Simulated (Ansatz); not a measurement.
**S (fcc type): how the settings move a single-point run**

Aim: see which settings change the result for S (fcc type), by how much, and at what cost.

Program: Ansatz 0.2.0. Level of theory: reference: DFT, PBE, PAW with Ansatz's default frozen-core files, scalar-relativistic. These are calculated values, not measurements.

## Step 1: The system as given

Symmetry: Fm-3m, No. 225, cubic system. The conventional cell has a = 3.988 Å, b = 3.988 Å, c = 3.988 Å, α = 90.00°, β = 90.00°, γ = 90.00°. S (site symmetry m-3m) is surrounded by 12 S at 2.82 Å.

As a file:

```
S
1.0
     0.00000    1.99396    1.99396
     1.99396    0.00000    1.99396
     1.99396    1.99396    0.00000
S
1
Direct
  0.00000 0.00000 0.00000
```

## Step 2: The reference run

Contents of input.yaml:

```yaml
crystal:
  lattice:
    - [0.0, 1.9939585068, 1.9939585068]
    - [1.9939585068, 0.0, 1.9939585068]
    - [1.9939585068, 1.9939585068, 0.0]
  atoms:
    - { symbol: S, position: [0.0, 0.0, 0.0] }
kpoints:
  mp_grid: { grid: [16, 16, 16] }
  band_path:
    path:
      - [0.0, 0.0, 0.0]
      - [0.5, 0.0, 0.5]
      - [0.625, 0.25, 0.625]
      - [0.375, 0.375, 0.75]
      - [0.0, 0.0, 0.0]
      - [0.5, 0.5, 0.5]
      - [0.5, 0.25, 0.75]
      - [0.5, 0.0, 0.5]
    npoints: 8
scf:
  occupations: { method: fermi_dirac, width: 0.03 }
hamiltonian:
  xc: pbe
  pseudopotentials: { kind: paw }
output:
  forces: true
  stress: true
  eigenvalues: true
  efg: { contact_densities: true }
  populations: true
  bader: true
  dos: { projected: true, de: 0.2, e_range: [-14, 8] }
  write_density: true
  write_potential: true
  elf: true
  volumetric_format: npy
```

The run is started by

```console
> ansatz run input.yaml --threads 1 --pin off --max-ram 2048MiB --backend cpu --events-out ev --progress --plain --runs-dir out
```

## Step 3: Changing settings: xc pbesol

Edit input.yaml of step 2 so:

```diff
@@ -23,3 +23,3 @@
 hamiltonian:
-  xc: pbe
+  xc: pbesol
   pseudopotentials: { kind: paw }
@@ -31,4 +31,2 @@
   populations: true
-  bader: true
-  dos: { projected: true, de: 0.2, e_range: [-14, 8] }
   write_density: true
```

**Question.** What will these runs give? Wanted: for each run, ending; energy change; pressure; gap; force.

**Answer**, as computed:

| run | ending | energy change | pressure (GPa) | gap (eV) | force (eV/Å) | cycles | time |
| --- | --- | --- | --- | --- | --- | --- | --- |
| reference | converged | - | 0.0 | 0.00 | 0.00 | 6 | 4 s |
| 1: xc pbesol | converged | not comparable | -5.1 | 0.00 | 0.00 | 6 | 1.9 s |

Times don't compare one to one where runs were asked for different outputs or read a saved state (see the inputs); cycles may leave out searches for a lower state.

Residual by cycle in the longest SCF loop of each run; runs are numbered as in the table. The quantity is the density residual dr2, in eV.

| cycle | reference | run 1 |
| --- | --- | --- |
| 1 | 4.4e-4 | 0.00333 |
| 2 | 1.1e-4 | 4.7e-4 |
| 3 | 4.3e-6 | 5.9e-6 |
| 4 | 1.6e-6 | 1.1e-6 |
| 5 | 1.8e-7 | 3.2e-8 |
| 6 | 3.9e-10 | 2.9e-10 |

**Reading.** Total energies don't compare across a change of functional; the pressure goes from 0.0 to -5.1 GPa. At this fixed cell a lower pressure means that this functional prefers a smaller volume than the reference. Semilocal functionals close small gaps, so the missing gap need not be the real solid's.
